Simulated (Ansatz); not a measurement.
**Copper, bcc under r²SCAN: structure, energy and stiffness, part 1 of 2**

What does r²SCAN give for copper in the bcc structure? We relax it, solve it on a dense k-mesh, switch on spin-orbit coupling, then scale the cell to 7 volumes from 88 to 112 % of the relaxed one and try a fit of the equation of state. The k-meshes are 15×15×15 for the relaxation; 25×25×25 for the dense run; 15×15×15 for spin-orbit coupling; 17×17×17 for the volumes.

This is Cu in the bcc structure; at room conditions it is fcc.

Program: Ansatz 0.2.0. Level of theory: DFT r2SCAN, plane waves (500 eV) with PAW, scalar-relativistic; PBE-made PAW files. These are calculated values, not measurements.

### 1 The structure to begin with

It takes space group Im-3m (No. 229, cubic). Conventional cell: a = 2.869 Å, b = 2.869 Å, c = 2.869 Å, α = 90.00°, β = 90.00°, γ = 90.00°. Around Cu (site symmetry m-3m) lie 8 Cu at 2.48 Å.

As a file:

```cif
data_structure
_symmetry_space_group_name_H-M 'P 1'
_symmetry_Int_Tables_number 1
_cell_length_a 2.4848
_cell_length_b 2.4848
_cell_length_c 2.4848
_cell_angle_alpha 109.471
_cell_angle_beta 109.471
_cell_angle_gamma 109.471
_cell_volume 11.81
loop_
_atom_site_label
_atom_site_type_symbol
_atom_site_fract_x
_atom_site_fract_y
_atom_site_fract_z
_atom_site_occupancy
Cu1 Cu 0.00000 0.00000 0.00000 1
```

### 2 Geometry optimisation

input.yaml

```yaml
crystal:
  lattice:
    - [-1.4345978267, 1.4345978267, 1.4345978267]
    - [1.4345978267, -1.4345978267, 1.4345978267]
    - [1.4345978267, 1.4345978267, -1.4345978267]
  atoms:
    - { symbol: Cu, position: [0.0, 0.0, 0.0] }
hamiltonian:
  xc: r2scan
  pseudopotentials:
    kind: paw
    azcp:
      Cu: "pseudopotentials/Cu.paw.azcp"
basis:
  ecutwfc: 500
  fft_grid_basis: typed
kpoints:
  mp_grid: { grid: [15, 15, 15], shift: [0, 0, 0] }
magnetization:
  spin_polarized: false
scf:
  occupations: { method: fermi_dirac, width: 0.1 }
relax:
  max_steps: 60
  f_tol: 0.01
  cell: {}
output:
  write_density: true
  write_potential: true
  elf: true
  volumetric_format: npy
```

Launch:

```sh
> ansatz run input.yaml --threads 1 --pin off --max-ram 3584MiB --backend cpu --events-out ev --progress --plain --runs-dir out
```

Log:

```text
Engine: ansatz 0.2.0, x86_64-unknown-linux-gnu
Pseudopotentials: kind: paw
Pseudopotential: Cu, paw, valence charge 19, recommended cutoff 500 eV (meta_gga), <dir>
Functional definition: r2SCAN
  parameter k0 = 0.174
  parameter k1 = 0.065
  parameter a1 = 4.9479
  exchange = r2scan_x(k0 = k0, k1 = k1, a1 = a1)
  correlation = r2scan_c
Crystal: 1 atoms, lattice volume = 11.810 Å³
Basis set: ecut = 500 eV, 321 PW (Γ), exchange–correlation on 80×80×80 points (64 copies of the dense FFT grid, shifted against one another)
Bands: 14, of which v1, the nominal top of the filled ones, is band 10 counted from 1 (9 counted from 0)
Symmetry: 48 space group operations
Space group: Im-3m (ITA 229), of the structure as read, at distance tolerance 2.3e-5 Å
k-points: 120 of 3375
Non-local potential: Cu, projectors of the file, l = 0: 3, l = 1: 2, l = 2: 3, l = 3: 1
PAW form: soft (Blöchl's): semilocal exchange-correlation on the pseudo side does not see the compensation charge
PAW frozen core: Cu, regenerated for the run's functional (the file was generated under x = pbe(κ = 0.804, μ = 0.2195149727645171), c = pbe(β = 0.06672455060314922))
PAW one-centre angular grid: Cu, 590 points (default); XC on 160 Gauss nodes
Initial density: superposition of atomic densities (neutral atoms: chi_scale 0, normalization atom), corrected by the library's trained network
Initial wavefunctions: pseudopotential atomic-orbital guess
Functional: x = r2scan, c = r2scan; τ floored in thin density (d = 2e-4 eV/Å³)
SCF iter   1: F=—  HF=-6631.224766 eV  |F-HF|=—  |Δ(HF+E_count)|=         —  Δρ=4.00e-2  dr2=1.04e-1  dr2_τ=8.12e-4  ethr=1.77e-3  ⟨swp⟩=5.2  Hψ=8352  notcnv=0
preconditioner: auto → none  [metal: Δε(μ)=0.115 eV  Ē_g=18.158 eV  σ=0.100 eV  W_gap=0.27  n_scr=0 (ndim 8)  ℏωp=35.8 eV  f_vac=0.000  D(μ)=0.29/eV (n_scr^D=0)]
SCF iter   2: F=—  HF=-6631.237333 eV  |F-HF|=—  |Δ(HF+E_count)|=   1.26e-2  Δρ=4.03e-2  dr2=1.04e-1  dr2_τ=1.09e-3  ethr=5.47e-4  ⟨swp⟩=2.4  Hψ=3903  notcnv=0  defer=24
SCF iter   3: F=—  HF=-6631.205584 eV  |F-HF|=—  |Δ(HF+E_count)|=   3.17e-2  Δρ=3.03e-3  dr2=6.13e-4  dr2_τ=5.67e-6  ethr=5.47e-4  ⟨swp⟩=2.3  Hψ=2898  notcnv=0  defer=24
SCF iter   4: F=—  HF=-6631.205527 eV  |F-HF|=—  |Δ(HF+E_count)|=   5.66e-5  Δρ=5.49e-4  dr2=2.78e-5  dr2_τ=7.14e-7  ethr=3.22e-6  ⟨swp⟩=2.3  Hψ=2612  notcnv=0  defer=24
SCF iter   5: F=—  HF=-6631.205530 eV  |F-HF|=—  |Δ(HF+E_count)|=   2.95e-6  Δρ=1.68e-4  dr2=1.76e-6  dr2_τ=5.15e-8  ethr=1.46e-7  ⟨swp⟩=1.8  Hψ=2115  notcnv=0  defer=24
SCF iter   6: F=-6631.205533 eV  HF=-6631.205533 eV  |F-HF|=4.82e-8  |Δ(HF+E_count)|=   3.53e-6  Δρ=2.84e-5  dr2=5.75e-8  dr2_τ=1.14e-9  ethr=5.26e-10  ⟨swp⟩=5.9  Hψ=9595  notcnv=0
SCF 1 converged in 6 iterations: F = -6631.205533 eV  dr2 = 5.75e-8
relax step   1: F+E_penalty+E_count = -6631.20553331 eV  Δ(F+E_penalty+E_count) = +0.000e0 eV  max|allowed force component| = 0.000e0 eV/Å  Δτ_max = 0.0000 Å  P = -4.314 GPa  Ω = 11.810 Å³  (6 SCF iters, dr2 threshold 1.00e-7 eV, accepted)
Crystal: 1 atoms, lattice volume = 11.635 Å³
Initial density: handed on by an earlier stage of this run
Initial wavefunctions: those handed on with the density
iter 1 solved again at ethr=1.96e-5 eV; its pass at ethr=3.10e-3 eV (dr2=3.73e-3 eV) is discarded
SCF iter   1: F=—  HF=-6631.205966 eV  |F-HF|=—  |Δ(HF+E_count)|=         —  Δρ=7.12e-3  dr2=3.62e-3  dr2_τ=2.45e-3  ethr=1.96e-5  ⟨swp⟩=1.2  Hψ=9728  notcnv=0
preconditioner: auto → none  [metal: Δε(μ)=0.135 eV  Ē_g=18.131 eV  σ=0.100 eV  W_gap=0.32  n_scr=0 (ndim 8)  ℏωp=36.1 eV  f_vac=0.000  D(μ)=0.27/eV (n_scr^D=0)]
SCF iter   2: F=—  HF=-6631.210764 eV  |F-HF|=—  |Δ(HF+E_count)|=   4.80e-3  Δρ=9.72e-3  dr2=5.76e-3  dr2_τ=3.91e-5  ethr=1.90e-5  ⟨swp⟩=2.5  Hψ=3047  notcnv=0
SCF iter   3: F=—  HF=-6631.209311 eV  |F-HF|=—  |Δ(HF+E_count)|=   1.45e-3  Δρ=3.01e-3  dr2=4.99e-4  dr2_τ=6.24e-6  ethr=1.90e-5  ⟨swp⟩=2.1  Hψ=2338  notcnv=0
SCF iter   4: F=—  HF=-6631.209178 eV  |F-HF|=—  |Δ(HF+E_count)|=   1.33e-4  Δρ=1.15e-4  dr2=5.28e-7  dr2_τ=2.89e-8  ethr=2.63e-6  ⟨swp⟩=2.0  Hψ=2335  notcnv=0
SCF iter   5: F=—  HF=-6631.209177 eV  |F-HF|=—  |Δ(HF+E_count)|=   1.01e-6  Δρ=3.01e-4  dr2=5.32e-6  dr2_τ=1.07e-8  ethr=5.26e-10  ⟨swp⟩=8.0  Hψ=11011  notcnv=0
SCF iter   6: F=—  HF=-6631.209177 eV  |F-HF|=—  |Δ(HF+E_count)|=   3.66e-7  Δρ=1.10e-4  dr2=7.58e-7  dr2_τ=1.99e-9  ethr=2.78e-9  ⟨swp⟩=2.0  Hψ=2351  notcnv=0
SCF iter   7: F=-6631.209177 eV  HF=-6631.209177 eV  |F-HF|=4.27e-9  |Δ(HF+E_count)|=   1.30e-7  Δρ=9.06e-6  dr2=5.43e-9  dr2_τ=3.08e-11  ethr=5.26e-10  ⟨swp⟩=5.5  Hψ=9146  notcnv=0
SCF 2 converged in 7 iterations: F = -6631.209177 eV  dr2 = 5.43e-9
relax step   2: F+E_penalty+E_count = -6631.20917659 eV  Δ(F+E_penalty+E_count) = -3.643e-3 eV  max|allowed force component| = 0.000e0 eV/Å  Δτ_max = 0.0000 Å  P = -2.158 GPa  Ω = 11.635 Å³  energy of the carried Pulay correction = +1.002e-4 eV  (7 SCF iters, dr2 threshold 1.00e-7 eV, accepted)
Crystal: 1 atoms, lattice volume = 11.466 Å³
iter 1 solved again at ethr=1.84e-5 eV; its pass at ethr=3.10e-3 eV (dr2=3.49e-3 eV) is discarded
SCF iter   1: F=—  HF=-6631.207232 eV  |F-HF|=—  |Δ(HF+E_count)|=         —  Δρ=6.96e-3  dr2=3.40e-3  dr2_τ=2.40e-3  ethr=1.84e-5  ⟨swp⟩=1.2  Hψ=9735  notcnv=0
preconditioner: auto → none  [metal: Δε(μ)=0.142 eV  Ē_g=18.314 eV  σ=0.100 eV  W_gap=0.34  n_scr=0 (ndim 8)  ℏωp=36.4 eV  f_vac=0.000  D(μ)=0.26/eV (n_scr^D=0)]
SCF iter   2: F=—  HF=-6631.211838 eV  |F-HF|=—  |Δ(HF+E_count)|=   4.61e-3  Δρ=9.40e-3  dr2=5.28e-3  dr2_τ=3.70e-5  ethr=1.79e-5  ⟨swp⟩=2.5  Hψ=3016  notcnv=0
SCF iter   3: F=—  HF=-6631.210486 eV  |F-HF|=—  |Δ(HF+E_count)|=   1.35e-3  Δρ=2.85e-3  dr2=4.38e-4  dr2_τ=5.34e-6  ethr=1.79e-5  ⟨swp⟩=2.1  Hψ=2321  notcnv=0
SCF iter   4: F=—  HF=-6631.210367 eV  |F-HF|=—  |Δ(HF+E_count)|=   1.19e-4  Δρ=1.15e-4  dr2=5.32e-7  dr2_τ=2.75e-8  ethr=2.30e-6  ⟨swp⟩=2.0  Hψ=2346  notcnv=0
SCF iter   5: F=—  HF=-6631.210365 eV  |F-HF|=—  |Δ(HF+E_count)|=   1.61e-6  Δρ=3.16e-4  dr2=5.77e-6  dr2_τ=1.11e-8  ethr=5.26e-10  ⟨swp⟩=8.0  Hψ=11132  notcnv=0
SCF iter   6: F=—  HF=-6631.210365 eV  |F-HF|=—  |Δ(HF+E_count)|=   4.91e-7  Δρ=1.10e-4  dr2=7.52e-7  dr2_τ=1.97e-9  ethr=2.80e-9  ⟨swp⟩=2.0  Hψ=2377  notcnv=0
SCF iter   7: F=-6631.210365 eV  HF=-6631.210365 eV  |F-HF|=2.85e-9  |Δ(HF+E_count)|=   1.30e-7  Δρ=7.63e-6  dr2=3.79e-9  dr2_τ=2.81e-11  ethr=5.26e-10  ⟨swp⟩=5.4  Hψ=9133  notcnv=0
SCF 3 converged in 7 iterations: F = -6631.210365 eV  dr2 = 3.79e-9
relax step   3: F+E_penalty+E_count = -6631.21036465 eV  Δ(F+E_penalty+E_count) = -1.188e-3 eV  max|allowed force component| = 0.000e0 eV/Å  Δτ_max = 0.0000 Å  P = +0.135 GPa  Ω = 11.466 Å³  energy of the carried Pulay correction = +1.990e-4 eV  (7 SCF iters, dr2 threshold 1.00e-7 eV, accepted)
Crystal: 1 atoms, lattice volume = 11.476 Å³
iter 1 solved again at ethr=6.79e-8 eV; its pass at ethr=3.10e-3 eV (dr2=1.29e-5 eV) is discarded
SCF iter   1: F=—  HF=-6631.210352 eV  |F-HF|=—  |Δ(HF+E_count)|=         —  Δρ=4.23e-4  dr2=1.26e-5  dr2_τ=8.31e-6  ethr=6.79e-8  ⟨swp⟩=1.2  Hψ=9361  notcnv=0
preconditioner: auto → none  [metal: Δε(μ)=0.132 eV  Ē_g=18.324 eV  σ=0.100 eV  W_gap=0.32  n_scr=0 (ndim 8)  ℏωp=36.4 eV  f_vac=0.000  D(μ)=0.27/eV (n_scr^D=0)]
SCF iter   2: F=—  HF=-6631.210368 eV  |F-HF|=—  |Δ(HF+E_count)|=   1.60e-5  Δρ=5.75e-4  dr2=1.98e-5  dr2_τ=1.40e-7  ethr=6.62e-8  ⟨swp⟩=2.5  Hψ=2674  notcnv=0
SCF iter   3: F=—  HF=-6631.210363 eV  |F-HF|=—  |Δ(HF+E_count)|=   5.14e-6  Δρ=1.55e-4  dr2=1.26e-6  dr2_τ=1.46e-8  ethr=6.62e-8  ⟨swp⟩=2.3  Hψ=2212  notcnv=0
SCF iter   4: F=-6631.210363 eV  HF=-6631.210363 eV  |F-HF|=7.02e-9  |Δ(HF+E_count)|=   3.36e-7  Δρ=6.41e-6  dr2=2.45e-9  dr2_τ=9.29e-11  ethr=2.41e-10  ⟨swp⟩=5.5  Hψ=9237  notcnv=0
SCF 4 converged in 4 iterations: F = -6631.210363 eV  dr2 = 2.45e-9
relax step   4: F+E_penalty+E_count = -6631.21036289 eV  Δ(F+E_penalty+E_count) = +1.762e-6 eV  max|allowed force component| = 0.000e0 eV/Å  Δτ_max = 0.0000 Å  P = -0.004 GPa  Ω = 11.476 Å³  energy of the carried Pulay correction = +1.932e-4 eV  (4 SCF iters, dr2 threshold 4.59e-8 eV, accepted)
Basis set: ecut = 500 eV, 321 PW (Γ), exchange–correlation on 72×72×72 points (64 copies of the dense FFT grid, shifted against one another)
Initial wavefunctions: pseudopotential atomic-orbital guess (no wavefunctions were taken with the density)
iter 1 solved again at ethr=2.52e-10 eV; its pass at ethr=3.10e-3 eV (dr2=4.79e-8 eV) is discarded
SCF iter   1: F=—  HF=-6631.210196 eV  |F-HF|=—  |Δ(HF+E_count)|=         —  Δρ=5.79e-5  dr2=1.12e-7  dr2_τ=1.72e-7  ethr=2.52e-10  ⟨swp⟩=4.2  Hψ=14431  notcnv=0
preconditioner: auto → none  [metal: Δε(μ)=0.133 eV  Ē_g=18.323 eV  σ=0.100 eV  W_gap=0.32  n_scr=0 (ndim 8)  ℏωp=36.4 eV  f_vac=0.000  D(μ)=0.27/eV (n_scr^D=0)]
SCF iter   2: F=—  HF=-6631.210196 eV  |F-HF|=—  |Δ(HF+E_count)|=   1.94e-7  Δρ=7.60e-5  dr2=3.18e-7  dr2_τ=1.29e-8  ethr=2.52e-10  ⟨swp⟩=2.0  Hψ=2824  notcnv=0
SCF iter   3: F=—  HF=-6631.210196 eV  |F-HF|=—  |Δ(HF+E_count)|=   1.70e-7  Δρ=7.94e-5  dr2=3.99e-7  dr2_τ=4.22e-9  ethr=2.52e-10  ⟨swp⟩=2.0  Hψ=2845  notcnv=0
SCF iter   4: F=—  HF=-6631.210196 eV  |F-HF|=—  |Δ(HF+E_count)|=   1.26e-7  Δρ=1.92e-6  dr2=9.95e-11  dr2_τ=2.85e-11  ethr=2.52e-10  ⟨swp⟩=2.0  Hψ=2824  notcnv=0
SCF iter   5: F=-6631.210196 eV  HF=-6631.210196 eV  |F-HF|=1.55e-11  |Δ(HF+E_count)|=  3.64e-10  Δρ=3.93e-7  dr2=4.33e-12  dr2_τ=2.02e-12  ethr=1.00e-12  ⟨swp⟩=5.1  Hψ=6624  notcnv=0
SCF 5 converged in 5 iterations: F = -6631.210196 eV  dr2 = 4.33e-12
relax step   5: F+E_penalty+E_count = -6631.21019585 eV  Δ(F+E_penalty+E_count) = +1.670e-4 eV  max|allowed force component| = 0.000e0 eV/Å  Δτ_max = 0.0000 Å  P = -0.028 GPa  Ω = 11.476 Å³  stress off target by 2.75e-2 GPa  SCF on the basis re-selected at this cell (its energy is not comparable with the rows above)  (5 SCF iters)
basis re-selected at this cell: Δ(F+E_penalty+E_count) = +1.670e-4 eV, ΔP = -0.024 GPa vs the last step (what re-selecting the basis moved, of the pressure what is left beyond the Pulay correction that the steps carried, after the strain that the cell walked since its last selection, with what the two solves' SCF thresholds leave and, on support functions, any second-order correction that the steps lacked; it is no measure of the basis error at this ecutwfc). The dense FFT grid was sized anew with the basis: this SCF ran on 18×18×18 points, the steps before it on 20×20×20, so part of this shift can come from that change (see relax.cell in the input reference). This SCF's stress stands 2.75e-2 GPa from its target on what of the cell is left free (relax.cell.stress_tol is 5.00e-2 GPa) and its largest allowed force component is 0.00e0 eV/Å (relax.f_tol is 1.00e-2 eV/Å): within both
SCF converged after 5 iterations
Free energy (F): -6631.210196 eV
Harris-Foulkes:  -6631.210196 eV  (|F-HF|=1.55e-11)
Internal energy: -6631.201490 eV  (E = F + TS)
E sigma→0 (E₀):  -6631.205843 eV
Entropy (-TS):   -0.008706 eV (-8.706 meV/atom)
Fermi energy:    17.149584 eV
--- Per-component energies (eV) ---
  E_band       = -375.931670
  E_kinetic    = 299.974954
  E_local      = -4007.569797  (includes V_loc(G=0)·N_el)
  E_nonlocal   = 395.631462
  E_hartree    = 1771.669112
  E_xc         = -83.879598
  E_vxc        = -124.785909  (∫ρ·V_xc dr)
  E_paw        = -1678.330317  (= ΣΔE_a)
  E_vpaw       = -491.500238  (= ΣTr[D̂ρ^β])
  E_aug_tail   = 0.000156  (compensation charges beyond the density's cutoff)
  E_vtau       = 8.979531  (kinetic-family band-sum trace: ∫τ·v_τ [+ j·A + Jᵃ·Aᵃ] dr)
  E_ewald      = -3328.396352
  E_core_change = -0.301108  (= ΣΔE_core)
  E_smearing   = -0.008706  (= −TS)
  E_closure    = -0.000000  (closes the sum)
  Σ components = -6631.210196   (vs F -6631.210196, Δ=0.00e0)
--- Forces (eV/Å), atoms counted from 1 ---
  atom   1  Cu    -0.00000000     0.00000000    -0.00000000
  max |Σ_I F_I| component: 2.22e-31 eV/Å
--- Stress (GPa, compression-positive) ---
       -0.027530      -0.000000      -0.000000
       -0.000000      -0.027530      -0.000000
        0.000000       0.000000      -0.027530
  P = ⅓ Tr σ = -0.0275 GPa (-0.275 kbar)
--- Band table (eV; the first three rows and the last of 120) ---
  k-point 0: bands = ["-99.3280", "-55.0801", "-55.0801", "-55.0801", "7.2288", "13.9020", "13.9020", "13.9020", "14.9632", "14.9632", "43.5291", "43.5291", "43.5291", "47.2319"]
  k-point 1: bands = ["-99.3273", "-55.0856", "-55.0820", "-55.0800", "7.4111", "13.8674", "13.8999", "13.9722", "14.9296", "14.9659", "41.5991", "43.0074", "43.0884", "45.2964"]
  k-point 2: bands = ["-99.3251", "-55.1012", "-55.0876", "-55.0799", "7.9483", "13.7701", "13.8826", "14.1747", "14.8554", "14.9747", "38.0054", "41.4466", "42.2205", "42.9861"]
  k-point 119: bands = ["-99.2969", "-55.1756", "-55.1748", "-55.1748", "12.2306", "12.2373", "15.5311", "15.5311", "15.5641", "25.1048", "26.0687", "26.0687", "31.4196", "31.9770"]
--- Relaxed structure (4 steps of the walk, 4 accepted, 1 SCFs on fresh bases) ---
  F+E_penalty+E_count = -6631.21019585 eV   max|allowed force component| = 0.000e0 eV/Å   (the final SCF, on the basis selected at the relaxed cell)
  cell:  # Å, volume = 11.4758 Å³
    - [-1.4209339426911791, 1.4209339426911791, 1.4209339426911791]
    - [1.4209339426911791, -1.4209339426911791, 1.4209339426911791]
    - [1.4209339426911791, 1.4209339426911791, -1.4209339426911791]
  atoms:
    - { symbol: Cu, position: [0.0, 0.0, 0.0] }
```

It took 21 s on 1 thread of Intel Xeon Platinum 8259CL at 2.50GHz (Skylake/Cascade Lake), shared host; peak memory 0.53 GiB.

Relaxation path:

```csv
step,energy change (meV/atom),largest force (eV/Å),pressure (GPa),volume (Å³/atom)
1,0.00,0.0000,-4.31,11.810
2,-3.64,0.0000,-2.16,11.635
3,-4.83,0.0000,0.14,11.466
4,-4.83,0.0000,0.00,11.476
5,-4.66,0.0000,-0.03,11.476
```

Steps that repeat a cell are solved on a basis chosen anew, so their changes of energy are no gain of the relaxation.

The cell of the run, before and after:

|  | before | after | change |
| --- | --- | --- | --- |
| a (Å) | 2.485 | 2.461 | -1.0 % |
| b (Å) | 2.485 | 2.461 | -1.0 % |
| c (Å) | 2.485 | 2.461 | -1.0 % |
| volume (Å³/atom) | 11.810 | 11.476 | -2.8 % |
| shortest distance (Å) | 2.485 | 2.461 | -1.0 % |
| space group (spins left aside) | Im-3m | Im-3m | same |

### 3 Single point on a dense mesh

input.yaml

```yaml
crystal:
  lattice:
    - [-1.4209339427, 1.4209339427, 1.4209339427]
    - [1.4209339427, -1.4209339427, 1.4209339427]
    - [1.4209339427, 1.4209339427, -1.4209339427]
  atoms:
    - { symbol: Cu, position: [0.0, 0.0, 0.0] }
hamiltonian:
  xc: r2scan
  pseudopotentials:
    kind: paw
    azcp:
      Cu: "pseudopotentials/Cu.paw.azcp"
basis:
  ecutwfc: 500
  fft_grid_basis: typed
kpoints:
  mp_grid: { grid: [25, 25, 25], shift: [0, 0, 0] }
magnetization:
  spin_polarized: false
scf:
  occupations: { method: fermi_dirac, width: 0.1 }
output:
  write_density: true
  write_potential: true
  elf: true
  volumetric_format: npy
```

Launch:

```sh
> ansatz run input.yaml --threads 1 --pin off --max-ram 3584MiB --backend cpu --events-out ev --progress --plain --runs-dir out
```

Log (excerpt; [...] marks lines left out):

```text
[...]
[... 3 set-up lines as earlier in the session ...]
[...]
Crystal: 1 atoms, lattice volume = 11.476 Å³
Basis set: ecut = 500 eV, 321 PW (Γ), exchange–correlation on 72×72×72 points (64 copies of the dense FFT grid, shifted against one another)
Bands: 14, of which v1, the nominal top of the filled ones, is band 10 counted from 1 (9 counted from 0)
[... 2 set-up lines as earlier in the session ...]
k-points: 455 of 15625
[...]
SCF iter   1: F=—  HF=-6631.226193 eV  |F-HF|=—  |Δ(HF+E_count)|=         —  Δρ=3.98e-2  dr2=9.92e-2  dr2_τ=7.34e-4  ethr=1.77e-3  ⟨swp⟩=5.2  Hψ=31644  notcnv=0
[...]
SCF iter   7: F=-6631.207736 eV  HF=-6631.207736 eV  |F-HF|=1.35e-9  |Δ(HF+E_count)|=   2.47e-8  Δρ=4.64e-6  dr2=1.20e-9  dr2_τ=3.01e-11  ethr=5.26e-10  ⟨swp⟩=3.5  Hψ=19940  notcnv=0
[...]
SCF converged after 7 iterations
Free energy (F): -6631.207736 eV
[...]
E sigma→0 (E₀):  -6631.203030 eV
Entropy (-TS):   -0.009412 eV (-9.412 meV/atom)
Fermi energy:    17.175815 eV
[...]
--- Band table (eV; the first three rows and the last of 455) ---
  k-point 0: bands = ["-99.3278", "-55.0798", "-55.0798", "-55.0798", "7.2291", "13.9024", "13.9024", "13.9024", "14.9630", "14.9630", "43.5291", "43.5291", "43.5291", "47.2315"]
[...]
```

Wall time 11 s (1 thread of Intel Xeon Platinum 8259CL at 2.50GHz (Skylake/Cascade Lake), shared host); peak memory 0.56 GiB.

The maps below are laid out on this run's own conventional cell (a, b, c = 2.842, 2.842, 2.842 Å).

Density in a lattice plane of the grid's cell (edges 2.84 and 2.84 Å, at 0.000 of the third edge), which holds Cu.

Ten even steps from '0' (0.20 e/Å³) to '9' (70.25 e/Å³):
```
764210000000000000001246
432100000000000000000123
211000000000000000000011
000000000000000000000000
000000000000000000000000
000000000000000000000000
000000000000000000000000
000000000000000000000000
000000000000000000000000
000000000000000000000000
000000000000000000000000
000000000000000000000000
000000000000000000000000
000000000000000000000000
000000000000000000000000
000000000000000000000000
211000000000000000000011
432100000000000000000123
764210000000000000001246
985310000000000000001358
```
Columns run along the first of these edges and rows up along the second, over one cell in 24 and 20 even steps from the bottom left corner. Atoms in the plane (fractional): Cu at (0.00, 0.00).

ELF in the same plane.

Values, 12 rows by 12 columns:
```
0.79 0.62 0.34 0.19 0.16 0.21 0.26 0.21 0.16 0.19 0.34 0.62
0.42 0.34 0.23 0.17 0.17 0.24 0.28 0.24 0.17 0.17 0.23 0.34
0.21 0.19 0.17 0.16 0.21 0.27 0.29 0.27 0.21 0.16 0.17 0.19
0.16 0.16 0.17 0.21 0.26 0.28 0.28 0.28 0.26 0.21 0.17 0.16
0.19 0.21 0.24 0.27 0.28 0.27 0.26 0.27 0.28 0.27 0.24 0.21
0.25 0.26 0.28 0.29 0.28 0.26 0.25 0.26 0.28 0.29 0.28 0.26
0.19 0.21 0.24 0.27 0.28 0.27 0.26 0.27 0.28 0.27 0.24 0.21
0.16 0.16 0.17 0.21 0.26 0.28 0.28 0.28 0.26 0.21 0.17 0.16
0.21 0.19 0.17 0.16 0.21 0.27 0.29 0.27 0.21 0.16 0.17 0.19
0.42 0.34 0.23 0.17 0.17 0.24 0.28 0.24 0.17 0.17 0.23 0.34
0.79 0.62 0.34 0.19 0.16 0.21 0.26 0.21 0.16 0.19 0.34 0.62
0.93 0.79 0.42 0.21 0.16 0.19 0.25 0.19 0.16 0.21 0.42 0.79
```
Columns run along the first of these edges and rows up along the second, over one cell in 12 and 12 even steps from the bottom left corner. Atoms in the plane (fractional): Cu at (0.00, 0.00).

Both are smooth fields of the valence electrons: close to the nuclei they are not physical.

(Continued in part 2 of 2.)
